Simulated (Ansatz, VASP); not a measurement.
**One calculation of Pd, two programs**

```xyz
1
Lattice="0.0000 1.7351 1.7351 1.7351 0.0000 1.7351 1.7351 1.7351 0.0000" Properties=species:S:1:pos:R:3 pbc="T T T"
Pd    0.0000    0.0000    0.0000
```

Change from the starting cell: volume scaled by 0.68, LAPW.

Alike in both runs: task single point; functional PBE; k mesh 16 × 16 × 16; occupations fermi-dirac, width 0.1 eV; no spin polarisation.

```csv
,VASP,Ansatz
version,VASP 6.6.1,Ansatz 0.2.0
potentials or method,"VASP PAW PBE potentials, release 64 (Pd), cutoff 520 eV","all-electron LAPW, scalar-relativistic"
```

```csv
,VASP,Ansatz,Ansatz less VASP
pressure (GPa),179.9,180.4,+0.54
```

Ansatz ran all-electron here, so the differences hold the error of VASP's frozen core and of both bases.

Caveats: the cell as given lies far from equilibrium; so large a pressure means that the cell lies far from this level's equilibrium, or that cutoff or potentials fall short (VASP).
